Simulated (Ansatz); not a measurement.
# Cd: a line through a two-coordinate scan

Aim: follow the energy of Cd (Fm-3m, No. 225; 1 atom in the cell) along one coordinate, normal strain along x, with the other held at normal strain along y = 2.67 %.

Program: Ansatz 0.2.0. Level of theory: DFT PBE, scalar-relativistic, plane waves, PAW. These are calculated values, not measurements.

1 further run of the same task is left out (set aside as unsound or not needed).

## Step 1: The starting structure

The structure is cubic, space group Fm-3m (No. 225). The conventional cell has a = 4.508 Å, b = 4.508 Å, c = 4.508 Å, α = 90.00°, β = 90.00°, γ = 90.00°. Around Cd (site symmetry m-3m) lie 12 Cd at 3.19 Å.

Coordinates:

```cif
data_structure
_symmetry_space_group_name_H-M 'Fm-3m'
_symmetry_Int_Tables_number 225
_cell_length_a 4.5083
_cell_length_b 4.5083
_cell_length_c 4.5083
_cell_angle_alpha 90.000
_cell_angle_beta 90.000
_cell_angle_gamma 90.000
_cell_volume 91.63
loop_
_atom_site_label
_atom_site_type_symbol
_atom_site_symmetry_multiplicity
_atom_site_Wyckoff_symbol
_atom_site_fract_x
_atom_site_fract_y
_atom_site_fract_z
_atom_site_occupancy
Cd1 Cd 4 a 0.00000 0.00000 0.00000 1
```

It goes back to an entry of the Materials Project, which need not be the stable form.

It is the result of an earlier relaxation at this level (volume 22.91 Å³/atom; gap on the mesh: none (metal)).

## Step 2: What is varied

The energy is mapped over two homogeneous strains (x along [1 0 0], y along [0 1 0], z along [0 0 1] of the conventional cell).

The axes are (1) normal strain along x: 7 values from −4.00 %; (2) normal strain along y: 7 values from −4.00 %.

Nothing else is relaxed (symmetry fixes all fractional coordinates). Energies count from the relaxed crystal. Points are written as (first, second).

## Step 3: Point (−2.67 %, 2.67 %)

Contents of input.yaml:

```yaml
crystal:
  lattice:
    - [0.0, 2.3143393943, 2.254153496]
    - [2.1939675977, 0.0, 2.254153496]
    - [2.1939675977, 2.3143393943, 0.0]
  atoms:
    - { symbol: Cd, position: [0.0, 0.0, 0.0] }
basis:
  ecutwfc: 420
kpoints:
  mp_grid: { grid: [18, 18, 18] }
hamiltonian:
  xc: pbe
scf:
  occupations: { method: gaussian, width: 0.15 }
output:
  forces: true
  stress: true
  eigenvalues: true
```

On the command line:

```console
ansatz run input.yaml --threads 1 --pin off --max-ram 2048MiB --backend cpu --events-out ev --progress --plain --runs-dir out
```

The session goes on with these runs: the other points of the line.

Before running it: what results should come out? Wanted: for each run, normal strain along x; energy; slope; pressure.

**Answer**, as computed:

```
normal strain along x (%)  step  energy (meV/atom)  slope (meV/atom per %)  pressure (GPa)
                    −4.00     –                4.8                    −2.2            0.57
                    −2.67     3                2.8                    −0.9           −0.06
                    −1.33     4                2.3                     0.3           −0.62
                     0.00     5                3.4                     1.3           −1.12
                     1.33     6                5.8                     2.3           −1.57
                     2.67     7                9.4                     3.2           −1.97
                     4.00     –               14.1                     3.9           −2.32
```

Energies count from the relaxed crystal. Rows without a step come from runs not printed here or follow by symmetry. Slopes come from the forces (and the stress, where the cell changes), not from differences of energies.

What this shows: The lowest point of the line is at −1.33 %, 2.3 meV/atom from the zero. Energies and slopes round the minimum, fitted together, put the minimum at −1.649 %, with a curvature of about 0.85 meV/atom per %². Divided by the reference volume, that is a stiffness of about 60 GPa for this pattern of strain. The highest point computed, at 4.00 %, lies 11.8 meV/atom above the lowest. This is one cut through a surface in two coordinates; the map's lowest point lies off it.
